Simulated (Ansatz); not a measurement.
**Structure relaxation of Sn3S2**

All numbers below come from DFT PBE, scalar-relativistic, plane waves, PAW in Ansatz 0.2.0. Cutoff 420 eV, Γ-centred k mesh, Gaussian smearing, no spin polarisation in the final step.

A relaxed cell is given with its space group left out.

```
Sn S
1.0
     1.83804    1.06120   10.75098
    -1.83804    1.06120   10.75098
     0.00000   -2.12239   10.75098
Sn S
3 2
Direct
  0.00000 0.00000 0.00000
  0.21291 0.21291 0.21291
  0.78709 0.78709 0.78709
  0.39911 0.39911 0.39911
  0.60089 0.60089 0.60089
```

Formation energies are uncorrected and refer to the elements' standard structures at the same level.

(1) What space group does it have?

(2) What is its formation energy per atom?

(3) Is it a metal?

## Answers

(1) R-3m (No. 166). Conventional cell: a = 3.676 Å, c = 32.253 Å. Around Sn on Wyckoff site a (1 atom of the primitive cell) lie 6 S at 3.00 Å; around Sn on Wyckoff site c (2 atoms of the primitive cell) lie 3 S at 2.76 Å; S has 3 Sn at 2.76 Å and 3 Sn at 3.00 Å.

(2) -0.20 eV/atom.

(3) Yes, bands cross the Fermi level on the 12×12×12 mesh.

The final run used a 12×12×12 mesh on its 5-atom cell and 0.10 eV smearing. The k mesh leaves about 4 meV/atom of noise in metals. The cell came from a trial start, so Sn3S2 may not exist in this structure.

Cost: 3 runs of about 9.1 core-minutes in all, on Arm Neoverse V1 (shared hosts).